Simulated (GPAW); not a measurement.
**Ce in GPAW: convergence with bands over the usual count**

Input of the first run (bands over the usual count 0.72); the others differ in this setting and in those tied to it:

run.py

```python
from ase.dft.bandgap import bandgap
from ase.io import read, write
from ase.units import GPa
from gpaw import GPAW, PW

atoms = read('POSCAR')
atoms.set_initial_magnetic_moments([1.0])

calc = GPAW(mode=PW(800),
            xc='PBE',
            kpts={'size': (7, 7, 7), 'gamma': True},
            occupations={'name': 'fermi-dirac', 'width': 0.05},
            nbands=12,
            convergence={'density': 1e-05, 'energy': 1e-05},
            maxiter=100,
            txt='gpaw.txt')
atoms.calc = calc
energy = atoms.get_potential_energy()
forces = atoms.get_forces()
stress = atoms.get_stress()
calc.write('gs.gpw')
write('result.traj', atoms)
print(f'Energy: {energy:.6f} eV')
print('Forces (eV/A):')
print(forces.round(4))
print('Stress (GPa):', (stress / GPa).round(3))
print('Moments:', calc.get_magnetic_moments().round(3))
print('Fermi level:', round(calc.get_fermi_level(), 4), 'eV')
print(f'Gap: {bandgap(calc)[0]:.4f} eV, direct: {bandgap(calc, direct=True)[0]:.4f} eV')
```

Contents of POSCAR:

```
Ce
1.0
    0.0000000000      2.5806000000      2.5806000000
    2.5806000000      0.0000000000      2.5806000000
    2.5806000000      2.5806000000      0.0000000000
Ce
1
Direct
    0.0000000000      0.0000000000      0.0000000000
```

Potentials or basis: GPAW PAW data sets (gpaw-data 1.2.1), pw.

Run with:

```sh
$ OMP_NUM_THREADS=1 python run.py
```

Hardware: 1 thread of Arm Neoverse V1, with other jobs on the host.

| bands over the usual count | energy less the tightest run, at zero smearing (meV/atom) | SCF cycles | CPU time (s) | peak memory (GiB) |
| --- | --- | --- | --- | --- |
| 0.72 | 0.00 | 22 | 42 | 0.19 |
| 0.8 | 0.00 | 17 | 38 | 0.19 |
| 0.9 | 0.00 | 17 | 41 | 0.19 |
| 1 | 0.00 | 17 | 45 | 0.19 |
| 1.3 | 0.00 | 17 | 56 | 0.2 |
| 1.7 | 0.00 | 17 | 73 | 0.21 |
| 2.5 | 0.00 | 17 | 100 | 0.23 |

Against the tightest run, the energy stays within 1 meV/atom from 0.72 on. The tightest run that finished is the yardstick and may itself not be fully converged.

Caveat, for the tightest run too: one-centre terms of the f shell are cut off; the magnetic or orbital state may not be the lowest; spin-orbit coupling is left out, which moves the levels of the heavy elements. The state reached can hang on the start; a lower one may exist.
